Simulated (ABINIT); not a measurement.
## ZnSe (Stilleite): band structure with WC

**Experimental background.**

“Alloy Disordering Effects on the Thermal Conductivity and Energy Gap Temperature Dependence of Cd1−xZnxSe Ternary Crystals Grown by the Bridgman Method”, 2023, pmc:10253836 reports, for a bulk crystal of ZnSe at 300 K: band gap 2.695 ± 0.003 eV (an exciton energy, a little under the gap).

ZnSe (Stilleite):

```
CELL_PARAMETERS angstrom
0.00000 2.83380 2.83380
2.83380 0.00000 2.83380
2.83380 2.83380 0.00000
ATOMIC_POSITIONS crystal
Se 0.75000 0.75000 0.75000
Zn 0.00000 0.00000 0.00000
```

```
Program                                         : ABINIT 10.8.3 (patched build)
Task                                            : band structure
Functional                                      : WC
Potentials or basis                             : JTH PAW PBE v2.0
Cutoff                                          : 544 eV
k mesh                                          : 8 × 8 × 8
Occupations                                     : fermi-dirac, width 0.05 eV
Spin                                            : no spin polarisation
Fine-grid cutoff                                : 1088.46 eV
Exchange and correlation inside the PAW spheres : full angular mesh (pawxcdev 0, this build's default; the released program takes 1)
```

| Property | Result |
| --- | --- |
| Band gap on the k mesh | 1.13 eV, direct |
| Valence electrons inside the program's atomic spheres | Se 4.01; Zn 10.77 |

Levels at the corners of the path, in eV from the valence-band top:
| point | band 7 | band 8 | band 9 | band 10 | band 11 | band 12 |
| --- | --- | --- | --- | --- | --- | --- |
| Γ | 0.00 | 0.00 | 0.00 | 1.13 | 5.74 | 5.74 |
| X | -4.79 | -2.20 | -2.20 | 2.82 | 3.36 | 10.57 |
| W | -4.73 | -2.80 | -2.70 | 5.35 | 5.50 | 6.87 |
| K | -4.76 | -3.13 | -1.81 | 3.45 | 5.50 | 8.93 |
| Γ | 0.00 | 0.00 | 0.00 | 1.13 | 5.74 | 5.74 |
| L | -5.28 | -0.87 | -0.87 | 2.42 | 6.32 | 6.32 |
| U | -4.76 | -3.13 | -1.81 | 3.45 | 5.50 | 8.93 |
| W | -4.73 | -2.80 | -2.70 | 5.35 | 5.50 | 6.87 |
| L | -5.28 | -0.87 | -0.87 | 2.42 | 6.32 | 6.32 |
| K | -4.76 | -3.13 | -1.81 | 3.45 | 5.50 | 8.93 |

Run time: 120 s on 1 thread of Arm Neoverse V1 (shared host), peak memory 0.15 GiB.

A measured gap of ZnSe is 2.695 eV (an exciton energy, a little under the gap; 300 K; “Alloy Disordering Effects on the Thermal Conductivity and Energy Gap Temperature Dependence of Cd1−xZnxSe Ternary Crystals Grown by the Bridgman Method”, 2023, pmc:10253836); the calculated 1.13 eV misses it by -1.57 eV. So large a miss can be the level of theory's own, or it may mean another phase, state or a wrong row. Spin-orbit coupling on Se is left out. The value is that of WC, without temperature or zero-point motion. Semilocal functionals fall short of measured gaps as a rule.
